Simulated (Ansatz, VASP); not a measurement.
**Cross-check of GaPH2 (GaP wire along [110], 8 atoms a period, H-terminated) between VASP and Ansatz**

Wanted: the spread between two codes on one cell, functional and k mesh. The structure shown is the start of the Ansatz relaxation below; VASP solves that cell, so the two are compared at the walk's first step.

Main program and level: Ansatz 0.2.0; plane waves, with VASP 6.6.1 beside it; single point at PBE.

## (1) Starting point

The cell holds 16 atoms: 8 H, 4 Ga and 4 P. Cell: a = 15.425 Å, b = 13.276 Å, c = 3.896 Å, α = 90.0°, β = 90.0°, γ = 90.0°. Vacuum lies along a and b. The structure's axis is c.

## (2) Ansatz: relaxation, PBE

Ansatz runs on its PAW soft_1 files.

The two programs are compared at the cell with which this relaxation starts, whose forces are those of its first step.

Contents of input.yaml:

```yaml
crystal:
  lattice:
    - [15.425, 0.0, 0.0]
    - [0.0, 13.276, 0.0]
    - [0.0, 0.0, 3.8961583643]
  atoms:
    - { symbol: H, position: [0.399027553, 0.256101235, 0.0] }
    - { symbol: Ga, position: [0.458166186, 0.353273923, 0.0] }
    - { symbol: H, position: [0.220421394, 0.597183517, 0.5] }
    - { symbol: H, position: [0.220421394, 0.402838143, 0.5] }
    - { symbol: Ga, position: [0.279560028, 0.50001083, 0.5] }
    - { symbol: P, position: [0.547469266, 0.646747737, 0.5] }
    - { symbol: P, position: [0.547469266, 0.353273923, 0.5] }
    - { symbol: H, position: [0.600993472, 0.73469517, 0.5] }
    - { symbol: H, position: [0.600993472, 0.26532649, 0.5] }
    - { symbol: Ga, position: [0.636772345, 0.50001083, 0.5] }
    - { symbol: P, position: [0.368863107, 0.50001083, 0.0] }
    - { symbol: H, position: [0.399027553, 0.743920425, 0.0] }
    - { symbol: Ga, position: [0.458166186, 0.646747737, 0.0] }
    - { symbol: P, position: [0.726075425, 0.50001083, 0.0] }
    - { symbol: H, position: [0.779599631, 0.587958262, 0.0] }
    - { symbol: H, position: [0.779599631, 0.412063398, 0.0] }
kpoints:
  mp_grid: { grid: [1, 1, 21] }
scf:
  occupations: { method: fermi_dirac, width: 0.05 }
hamiltonian:
  xc: pbe
  pseudopotentials: { kind: paw, azcp: { folder: soft_1 } }
relax:
  cell: { fix: [a, b, alpha, beta, gamma] }
  max_steps: 45
  f_tol: 0.03
```

Run with:

```
$ ansatz run input.yaml --threads 4 --pin off --max-ram 16384MiB --backend cpu --events-out ev --progress --plain --runs-dir out
```

Numbers of over 12 decimals in the logs are rounded to 6 here.

Log:

```text
Engine: ansatz 0.2.0, x86_64-unknown-linux-gnu
Pseudopotentials: kind: paw
Pseudopotential: H, paw, valence charge 1, recommended cutoff 420 eV (normal), soft_1/H.paw.azcp
Pseudopotential: Ga, paw, valence charge 13, recommended cutoff 420 eV (normal), soft_1/Ga.paw.azcp
Pseudopotential: P, paw, valence charge 5, recommended cutoff 420 eV (normal), soft_1/P.paw.azcp
Functional definition: PBE
  parameter kappa = 0.804
  parameter beta = 0.066725
  exchange = pbe_x(kappa = kappa, mu = beta*pi^2/3)
  correlation = pbe_c(beta = beta)
Crystal: 16 atoms, lattice volume = 797.864 Å³
Basis set: ecut = 420 eV, 15647 PW (Γ), exchange–correlation on 216×180×54 points (8 copies of the dense FFT grid, shifted against one another)
Bands: 56, of which v1, the nominal top of the filled ones, is band 40 counted from 1 (39 counted from 0)
Symmetry: 4 space group operations
Space group: Pmm2 (ITA 25), of the structure as read, at distance tolerance 9.3e-5 Å
k-points: 11 of 21
Non-local potential: H, projectors of the file, l = 0: 2, l = 1: 1
Non-local potential: Ga, projectors of the file, l = 0: 2, l = 1: 2, l = 2: 3, l = 3: 1
Non-local potential: P, projectors of the file, l = 0: 2, l = 1: 2, l = 2: 1
PAW form: soft (Blöchl's): semilocal exchange-correlation on the pseudo side does not see the compensation charge
PAW one-centre angular grid: H, 110 points (default); XC on 64 Gauss nodes
PAW one-centre angular grid: Ga, 590 points (default); XC on 64 Gauss nodes
PAW one-centre angular grid: P, 110 points (default); XC on 64 Gauss nodes
Initial density: superposition of atomic densities (neutral atoms: chi_scale 0, normalization atom)
Initial wavefunctions: pseudopotential atomic-orbital guess
Functional: x = pbe(κ = 0.804, μ = 0.219515), c = pbe(β = 0.066725)
SCF iter   1: F=—  HF=-18286.007539 eV  |F-HF|=—  |Δ(HF+E_count)|=         —  Δρ=3.52e-2  dr2=1.13e1  ethr=3.10e-3  ⟨swp⟩=10.2  Hψ=3553  notcnv=0  defer=4
preconditioner: auto → Resta (q_TF=auto, 1.860 Å⁻¹)  ε∞=1.7  [insulator: Δε(μ)=3.271 eV  Ē_g=13.917 eV  σ=0.050 eV  W_gap=1.00  n_scr=72 (ndim 8)  ℏωp=11.8 eV  f_vac=0.600  D(μ)=0.00/eV (n_scr^D=0)  ε∞_Penn≈1.7  vacuum switching on, ρ_ref=1.4e-2 e/Å³]
SCF iter   2: F=—  HF=-18282.955298 eV  |F-HF|=—  |Δ(HF+E_count)|=    3.05e0  Δρ=1.58e-2  dr2=1.86e0  ethr=3.10e-3  ⟨swp⟩=3.6  Hψ=1224  notcnv=0  defer=121
SCF iter   3: F=—  HF=-18282.572175 eV  |F-HF|=—  |Δ(HF+E_count)|=   3.83e-1  Δρ=5.55e-3  dr2=4.03e-1  ethr=2.33e-3  ⟨swp⟩=3.5  Hψ=1252  notcnv=0  defer=117
SCF iter   4: F=—  HF=-18282.481617 eV  |F-HF|=—  |Δ(HF+E_count)|=   9.06e-2  Δρ=1.33e-3  dr2=1.62e-2  ethr=5.04e-4  ⟨swp⟩=3.4  Hψ=1250  notcnv=0  defer=118
SCF iter   5: F=—  HF=-18282.481688 eV  |F-HF|=—  |Δ(HF+E_count)|=   7.14e-5  Δρ=5.31e-4  dr2=1.57e-3  ethr=2.03e-5  ⟨swp⟩=2.0  Hψ=1017  notcnv=0  defer=118
SCF iter   6: F=—  HF=-18282.481826 eV  |F-HF|=—  |Δ(HF+E_count)|=   1.38e-4  Δρ=1.62e-4  dr2=1.75e-4  ethr=1.96e-6  ⟨swp⟩=2.0  Hψ=938  notcnv=0  defer=118
SCF iter   7: F=—  HF=-18282.481920 eV  |F-HF|=—  |Δ(HF+E_count)|=   9.45e-5  Δρ=5.17e-5  dr2=1.91e-5  ethr=2.18e-7  ⟨swp⟩=2.0  Hψ=883  notcnv=0  defer=118
SCF iter   8: F=—  HF=-18282.481924 eV  |F-HF|=—  |Δ(HF+E_count)|=   4.01e-6  Δρ=1.86e-5  dr2=2.33e-6  ethr=2.39e-8  ⟨swp⟩=2.0  Hψ=1044  notcnv=0  defer=118
SCF iter   9: F=—  HF=-18282.481926 eV  |F-HF|=—  |Δ(HF+E_count)|=   1.66e-6  Δρ=6.41e-6  dr2=3.17e-7  ethr=2.92e-9  ⟨swp⟩=2.1  Hψ=939  notcnv=0  defer=118
SCF iter  10: F=-18282.481926 eV  HF=-18282.481926 eV  |F-HF|=4.98e-9  |Δ(HF+E_count)|=   3.18e-7  Δρ=1.65e-6  dr2=4.84e-8  ethr=1.25e-10  ⟨swp⟩=5.5  Hψ=2339  notcnv=0
SCF 1 converged in 10 iterations: F = -18282.481926 eV  dr2 = 4.84e-8
  greatest PAW one-centre occupation: 0.994 electrons in one spin orbital (limit 2), on the Ga atom at site 9 (counted from 0), in its partial waves of l = 2
relax step   1: F+E_penalty+E_count = -18282.48192646 eV  Δ(F+E_penalty+E_count) = +0.000e0 eV  max|allowed force component| = 1.045e0 eV/Å  Δτ_max = 0.0000 Å  P = -0.103 GPa  Ω = 797.864 Å³  fix = [a, b, alpha, beta, gamma]  reactions: a -0.214, b -0.673 GPa  (10 SCF iters, dr2 threshold 1.00e-7 eV, accepted)
[...]
relax step   3: F+E_penalty+E_count = -18282.80094368 eV  Δ(F+E_penalty+E_count) = -7.873e-2 eV  max|allowed force component| = 1.235e-1 eV/Å  Δτ_max = 0.0771 Å  P = +0.003 GPa  Ω = 806.508 Å³  energy of the carried Pulay correction = -1.097e-3 eV  fix = [a, b, alpha, beta, gamma]  reactions: a -0.057, b -0.077 GPa  (6 SCF iters, dr2 threshold 1.60e-6 eV, accepted)
[...]
relax step   4: F+E_penalty+E_count = -18282.80381595 eV  Δ(F+E_penalty+E_count) = -2.872e-3 eV  max|allowed force component| = 1.673e-2 eV/Å  Δτ_max = 0.0116 Å  P = -0.001 GPa  Ω = 808.968 Å³  energy of the carried Pulay correction = -1.407e-3 eV  fix = [a, b, alpha, beta, gamma]  reactions: a -0.055, b +0.018 GPa  (5 SCF iters, dr2 threshold 9.53e-7 eV, accepted)
[...]
relax step   5: F+E_penalty+E_count = -18282.80535893 eV  Δ(F+E_penalty+E_count) = -1.543e-3 eV  max|allowed force component| = 1.712e-2 eV/Å  Δτ_max = 0.0000 Å  P = +0.000 GPa  Ω = 808.968 Å³  fix = [a, b, alpha, beta, gamma]  reactions: a -0.054, b +0.019 GPa  stress off target by 3.68e-2 GPa on what of the cell is left free  SCF on the basis re-selected at this cell (its energy is not comparable with the rows above)  (7 SCF iters)
basis re-selected at this cell: Δ(F+E_penalty+E_count) = -1.543e-3 eV, ΔP = +0.001 GPa vs the last step (what re-selecting the basis moved, of the pressure what is left beyond the Pulay correction that the steps carried, after the strain that the cell walked since its last selection, with what the two solves' SCF thresholds leave and, on support functions, any second-order correction that the steps lacked; it is no m [...]
SCF converged after 7 iterations
Free energy (F): -18282.805359 eV
Harris-Foulkes:  -18282.805359 eV  (|F-HF|=1.67e-9)
Internal energy: -18282.805359 eV  (E = F + TS)
E sigma→0 (E₀):  -18282.805359 eV
Entropy (-TS):   -0.000000 eV (-0.000 meV/atom)
Fermi energy:    -1.590355 eV
--- Per-component energies (eV) ---
  E_band       = -950.296356
  E_kinetic    = 823.490124
  E_local      = -25326.790342  (includes V_loc(G=0)·N_el)
  E_nonlocal   = -237.060124
  E_hartree    = 13005.172700
  E_xc         = -612.329723
  E_vxc        = -554.346454  (∫ρ·V_xc dr)
  E_paw        = -10203.854508  (= ΣΔE_a)
  E_vpaw       = -1665.926565  (= ΣTr[D̂ρ^β])
  E_aug_tail   = -0.008544  (compensation charges beyond the density's cutoff)
  E_ewald      = 4268.575057
  E_smearing   = -0.000000  (= −TS)
  E_closure    = 0.000000  (closes the sum)
  Σ components = -18282.805359   (vs F -18282.805359, Δ=0.00e0)
--- Forces (eV/Å), atoms counted from 1 ---
  atom   1  H      0.00564378    -0.01117054     0.00000000
  atom   2  Ga    -0.00343802     0.00991989     0.00000000
  atom   3  H      0.00862355    -0.00288822     0.00000000
  atom   4  H      0.00862355     0.00288822     0.00000000
  atom   5  Ga    -0.01711567     0.00000000     0.00000000
  atom   6  P     -0.00131518     0.00350629     0.00000000
  atom   7  P     -0.00131518    -0.00350629     0.00000000
  atom   8  H     -0.00891684    -0.00253045     0.00000000
  atom   9  H     -0.00891684     0.00253045     0.00000000
  atom  10  Ga     0.01011697     0.00000000     0.00000000
  atom  11  P     -0.00400210     0.00000000     0.00000000
  atom  12  H      0.00564378     0.01117054     0.00000000
  atom  13  Ga    -0.00343802    -0.00991989     0.00000000
  atom  14  P      0.00646261     0.00000000     0.00000000
  atom  15  H      0.00167320    -0.00087509     0.00000000
  atom  16  H      0.00167320     0.00087509     0.00000000
  max |Σ_I F_I| component: 2.79e-6 eV/Å
--- Stress (GPa, compression-positive) ---
       -0.054323       0.000000       0.000000
        0.000000       0.018533       0.000000
        0.000000       0.000000       0.036763
  P = ⅓ Tr σ = 0.0003 GPa (0.003 kbar)
--- Relaxed structure (4 steps of the walk, 4 accepted, 1 SCFs on fresh bases) ---
  F+E_penalty+E_count = -18282.80535893 eV   max|allowed force component| = 1.712e-2 eV/Å   (the final SCF, on the basis selected at the relaxed cell)
  cell:  # Å, volume = 808.9681 Å³
    - [15.425, 0.0, 0.0]
    - [0.0, 13.276, 0.0]
    - [0.0, 0.0, 3.950381]
  atoms:
    - { symbol: H, position: [0.405241, 0.248038, 0.0] }
    - { symbol: Ga, position: [0.451532, 0.352555, 0.0] }
    - { symbol: H, position: [0.228012, 0.603735, 0.5] }
    - { symbol: H, position: [0.228012, 0.396287, 0.5] }
    - { symbol: Ga, position: [0.276630, 0.50001083, 0.5] }
    - { symbol: P, position: [0.543731, 0.642534, 0.5] }
    - { symbol: P, position: [0.543731, 0.357487, 0.5] }
    - { symbol: H, position: [0.602963, 0.725067, 0.5] }
    - { symbol: H, position: [0.602963, 0.274955, 0.5] }
    - { symbol: Ga, position: [0.631200, 0.50001083, 0.5] }
    - { symbol: P, position: [0.369391, 0.50001083, 0.0] }
    - { symbol: H, position: [0.405241, 0.751984, 0.0] }
    - { symbol: Ga, position: [0.451532, 0.647467, 0.0] }
    - { symbol: P, position: [0.720987, 0.50001083, 0.0] }
    - { symbol: H, position: [0.780731, 0.581460, 0.0] }
    - { symbol: H, position: [0.780731, 0.418562, 0.0] }
```

(Continued in part 2 of 2.)

[Lines on the potential files, build, host, timing and source positions are cut from VASP's logs without a mark.]

[Logs are printed without paths, hosts, clocks, repeated set-up lines and the standing remarks that a program may print on its own settings, such as how far it seeks lower states.]

[Hosts, paths, dates, database ids (printed as entryN), source tags and the programs' standing remarks are cut or masked in the printed files.]
